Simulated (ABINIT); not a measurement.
# C (Fd-3m) in ABINIT: further runs, part 2 of 2

ABINIT 10.8.3 (patched build).

**4. Equation of state, PBE**

Contents of run.abi:

```
# Datasets: one volume each
ndtset 7
getwfk -1
scalecart1 3*0.9795861087
scalecart2 3*0.9864848297
scalecart3 3*0.9932883884
scalecart4 3*1.0000000000
scalecart5 3*1.0066227096
scalecart6 3*1.0131594038
scalecart7 3*1.0196128224

# Pseudopotentials
pp_dirpath "./"
pseudos "C.upf"

# Structure
acell 2.5220660407 2.5220660407 2.5220660407 Angstrom
rprim
     0.0000000000     0.7071067812     0.7071067812
     0.7071067812     0.0000000000     0.7071067812
     0.7071067812     0.7071067812     0.0000000000
ntypat 1
znucl 6
natom 2
typat 1 1
xred
     0.7500000000     0.7500000000     0.7500000000
     0.5000000000     0.5000000000     0.5000000000

# Plane-wave basis
ecut 1115.666836 eV

# k points
kptopt 1
ngkpt 13 13 13
nshiftk 1
shiftk 0.0 0.0 0.0

# Exchange and correlation
ixc 11

# Bands and occupations
nband 8
occopt 3
tsmear 0.05 eV

# SCF cycle
nstep 100
tolvrs 1.0e-10

# Output
iomode 3
prtwf 1
prtden 0
prteig 0
prtebands 0
```

Potentials or basis: PseudoDojo NC SR PBE v0.5 standard.

Started as:

```console
$ abinit run.abi > log 2>&1
```

run.abo:

```text
.Version 10.8.3 of ABINIT
 DATASET    1 : space group Fd -3 m (#227); Bravais cF (face-center cubic)
================================================================================
 Values of the parameters that define the memory need for DATASET  1.
     intxc =       0    ionmov =       0      iscf =       7    lmnmax =       4
     lnmax =       4     mgfft =      30  mpssoang =       2    mqgrid =    3001
     natom =       2  nloc_mem =       1    nspden =       1   nspinor =       1
    nsppol =       1      nsym =      48    n1xccc =    2501    ntypat =       1
    occopt =       3   xclevel =       2
       mpw =         918          nfft =       27000          nkpt =          84
================================================================================
================================================================================
[... 61 lines left out ...]
 DATASET    7 : space group Fd -3 m (#227); Bravais cF (face-center cubic)
================================================================================
 Values of the parameters that define the memory need for DATASET  7.
     intxc =       0    ionmov =       0      iscf =       7    lmnmax =       4
     lnmax =       4     mgfft =      30  mpssoang =       2    mqgrid =    3001
     natom =       2  nloc_mem =       1    nspden =       1   nspinor =       1
    nsppol =       1      nsym =      48    n1xccc =    2501    ntypat =       1
    occopt =       3   xclevel =       2
       mpw =        1030          nfft =       27000          nkpt =          84
================================================================================
================================================================================

--------------------------------------------------------------------------------
------------- Echo of variables that govern the present computation ------------
--------------------------------------------------------------------------------
 -outvars: echo values of preprocessed input variables --------
            acell      4.7660140884E+00  4.7660140884E+00  4.7660140884E+00 Bohr
              amu      1.20110000E+01
             ecut      4.10000000E+01 Hartree
           getwfk          -1
                       outvar_i_n : Printing only first  50 k-points.
              ixc          11
           jdtset        1    2    3    4    5    6    7
                       outvar_i_n : Printing only first  50 k-points.
         kptrlatt       13    0    0      0   13    0      0    0   13
          kptrlen1     6.06933755E+01
[... 130 lines left out ...]
--------------------------------------------------------------------------------

================================================================================

--- !BeginCycle
iteration_state: {dtset: 1, }
solver: {iscf: 7, nstep: 100, nline: 4, wfoptalg: 0, }
tolerances: {tolvrs: 1.00E-10, }
...
[... 1009 lines left out ...]
-Cartesian components of stress tensor (GPa)         [Pressure= -2.1085E+01 GPa]
- sigma(1 1)=  2.10848212E+01  sigma(3 2)=  0.00000000E+00
- sigma(2 2)=  2.10848212E+01  sigma(3 1)=  0.00000000E+00
- sigma(3 3)=  2.10848212E+01  sigma(2 1)=  0.00000000E+00

== END DATASET(S) ==============================================================
================================================================================

 -outvars: echo values of variables after computation  --------
            acell      4.7660140884E+00  4.7660140884E+00  4.7660140884E+00 Bohr
           etotal1    -1.2035022961E+01
           etotal2    -1.2036427889E+01
           etotal3    -1.2037280170E+01
           etotal4    -1.2037628200E+01
           etotal5    -1.2037517492E+01
           etotal6    -1.2036989567E+01
           etotal7    -1.2036080887E+01
            fcart1    -0.0000000000E+00 -0.0000000000E+00 -0.0000000000E+00
                      -0.0000000000E+00 -0.0000000000E+00 -0.0000000000E+00
            fcart2     1.3446131842E-30 -7.9094893190E-31  7.9094893190E-32
                      -1.3446131842E-30  7.9094893190E-31 -7.9094893190E-32
            fcart3     1.0997438248E-30 -3.1421252136E-31 -4.7131878204E-31
                      -1.0997438248E-30  3.1421252136E-31  4.7131878204E-31
            fcart4    -1.4044664203E-30 -3.1210364896E-31  1.4044664203E-30
                       1.4044664203E-30  3.1210364896E-31 -1.4044664203E-30
            fcart5    -1.5502513801E-31  1.5502513801E-31 -1.5502513801E-31
                       1.5502513801E-31 -1.5502513801E-31  1.5502513801E-31
[... 38 lines left out ...]
                       0.0000000000E+00  0.0000000000E+00  0.0000000000E+00
           xangst1     2.6204467180E+00  2.6204467180E+00  2.6204467180E+00
                       1.7469644787E+00  1.7469644787E+00  1.7469644787E+00
           xangst2     2.6389011761E+00  2.6389011761E+00  2.6389011761E+00
                       1.7592674508E+00  1.7592674508E+00  1.7592674508E+00
           xangst3     2.6571010699E+00  2.6571010699E+00  2.6571010699E+00
                       1.7714007132E+00  1.7714007132E+00  1.7714007132E+00
           xangst4     2.6750550000E+00  2.6750550000E+00  2.6750550000E+00
                       1.7833700000E+00  1.7833700000E+00  1.7833700000E+00
           xangst5     2.6927711124E+00  2.6927711124E+00  2.6927711124E+00
                       1.7951807416E+00  1.7951807416E+00  1.7951807416E+00
           xangst6     2.7102571290E+00  2.7102571290E+00  2.7102571290E+00
                       1.8068380860E+00  1.8068380860E+00  1.8068380860E+00
           xangst7     2.7275203786E+00  2.7275203786E+00  2.7275203786E+00
                       1.8183469191E+00  1.8183469191E+00  1.8183469191E+00
             xred      7.5000000000E-01  7.5000000000E-01  7.5000000000E-01
                       5.0000000000E-01  5.0000000000E-01  5.0000000000E-01
 Calculation completed.
```

Run time: 66 s. Hardware: 1 thread of Arm Neoverse V2, shared host; peak memory 0.11 GiB.

What came out:

| Item | Value |
| --- | --- |
| Equilibrium volume | 5.70 Å³/atom |
| Bulk modulus | 432 GPa |
| Pressure derivative of the bulk modulus | 3.7 |

Energy against volume, from the lowest point:
| volume (Å³/atom) | energy (meV/atom) |
| --- | --- |
| 5.332 | 35.45 |
| 5.445 | 16.33 |
| 5.558 | 4.74 |
| 5.672 | 0.00 |
| 5.785 | 1.51 |
| 5.899 | 8.69 |
| 6.012 | 21.05 |

Caveat: pressures at fixed basis lie under the slope of the energies.

**5. The runs side by side**

| task | level | potentials or basis | cutoff (eV) | fine-grid cutoff | gap on the mesh (eV) | pressure (GPa) |
| --- | --- | --- | --- | --- | --- | --- |
| band structure | r2SCAN | PseudoDojo NC SR PBE v0.4.1 standard | 1333 | - | 4.17 | 3.6 |
| band structure | SCAN | JTH PAW PBE v2.0 | 653 | 1251.72 eV | 4.47 | 1.1 |
| equation of state | PBE | PseudoDojo NC SR PBE v0.5 standard | 1116 | - | - | - |

Alike in all rows: no spin polarisation; cell as given; k mesh 13 × 13 × 13; smearing fermi-dirac 0.05 eV.

Caveats: a meta-GGA on potentials with a model core is unreliable (some runs); the potentials were made for another functional, which shifts forces and pressure (some runs); the PAW data sets were made with another functional, which shifts forces and pressure a little (some runs); the atomic spheres overlap (some runs); pressures at fixed basis lie under the slope of the energies (some runs).

Absolute energies hang on the potentials; compare differences alone.

**6. How close it comes**

Step 4. Against the measured bulk modulus of C, 442 GPa (quoted in “Equation of state of cubic boron nitride at high pressures and temperatures”, 2007, arxiv:cond-mat/0702656), the calculated 432 GPa is off by -2.2 %. 3 values of this kind are on record (442 to 444.8 GPa); this one was drawn at random among those near their median, those with a stated uncertainty first. The fit is for a static lattice scaled at fixed shape and fixed fractional positions. The cell as given is a measured one (5.67 Å³/atom); PBE puts the equilibrium volume +0.5 % from it, thermal expansion not counted.
